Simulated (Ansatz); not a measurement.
Given:

```
CELL_PARAMETERS angstrom
      4.32129     0.00000     0.00000
      0.00000     4.32129     0.00000
      2.16065     2.16065     3.05561
ATOMIC_POSITIONS crystal
  Zn 0.50000 0.50000 0.00000
  Te 0.75000 0.25000 0.50000
```

The cell is taken as given.

Transport runs along the normal of the first two printed cell vectors, the (001) plane of the conventional cell.

No gap correction and no spin-orbit coupling; mid-gap is the computed energy nearest the middle.

Problem. State the band gap and the smallest decay constant κ at mid-gap according to r2SCAN in Ansatz (a program for electronic structure).

Solution. Gap 1.80 eV on a 10×10×10 mesh; κ = 0.113 1/Å, at the zone centre.
